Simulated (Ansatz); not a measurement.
**SnS: a ladder of calculations**

Cell of run 1: a COD entry.

Space group Pnma (No. 62); a = 11.3200, b = 4.0500, c = 4.2420 Å.

| site | Wyckoff | site symmetry | x | y | z |
| --- | --- | --- | --- | --- | --- |
| Sn | 4c | .m. | 0.1220 | 0.2500 | 0.0981 |
| S | 4c | .m. | 0.8507 | 0.2500 | 0.4790 |

One atom of each set is listed.

Relaxed positions (PBE, cell held):

Sn (0.1204, 0.2500, 0.1080)
S (0.8517, 0.2500, 0.4769)

All runs are DFT with Ansatz 0.2.0 (plane waves and PAW, scalar-relativistic unless spin–orbit coupling is named, Γ-centred meshes, Fermi–Dirac smearing where given) in this cell.

Run 1: PBE, atoms as given; 420 eV, 4×11×10 k-points, smearing 0.02 eV.
Run 2: PBE, atoms relaxed; 420 eV, 4×11×10 k-points, smearing 0.02 eV.
Run 3: r2SCAN, at the relaxed atoms; 500 eV, 4×11×10 k-points, smearing 0.02 eV.
Run 4: PBE with spin–orbit coupling, at the relaxed atoms; 420 eV, 4×11×10 k-points, smearing 0.02 eV.
Run 5: LDA, at the relaxed atoms; 420 eV, 4×11×10 k-points, smearing 0.02 eV.
Run 6: PBEsol, at the relaxed atoms; 420 eV, 4×11×10 k-points, smearing 0.02 eV.

Problem. What does each run give, and what moves the gradients most?

Solution. 

| run | Sn V_zz (η) | S V_zz (η) |
| --- | --- | --- |
| 1 | -12.84 (0.16) | -2.59 (0.11) |
| 2 | -11.20 (0.30) | -2.86 (0.08) |
| 3 | -12.40 (0.27) | -3.05 (0.08) |
| 4 | -11.24 (0.29) | -2.88 (0.08) |
| 5 | -10.70 (0.29) | -2.88 (0.09) |
| 6 | -10.84 (0.30) | -2.82 (0.09) |

V_zz in 10²¹ V/m². Against run 1, the gradient tensors on these sites move by at most 3.17 in run 2 (Sn), 3.13 in run 3 (Sn), 3.18 in run 4 (Sn), 3.40 in run 5 (Sn), 3.33 in run 6 (Sn). Taken one at a time, the positions of the atoms (as given or relaxed) move the tensors on these sites by up to 3.17 (largest principal value of the change, on Sn), the functional (between the two that differ most) by 1.74 (Sn), spin–orbit coupling by 0.05 (Sn). On S V_xx and V_yy change places between runs (or their axes turn by over 50°), so η hides a larger change.

With these PAW files V_zz is typically within 2 to 3 % of all-electron values, but misses above 10 % occur on Sn.
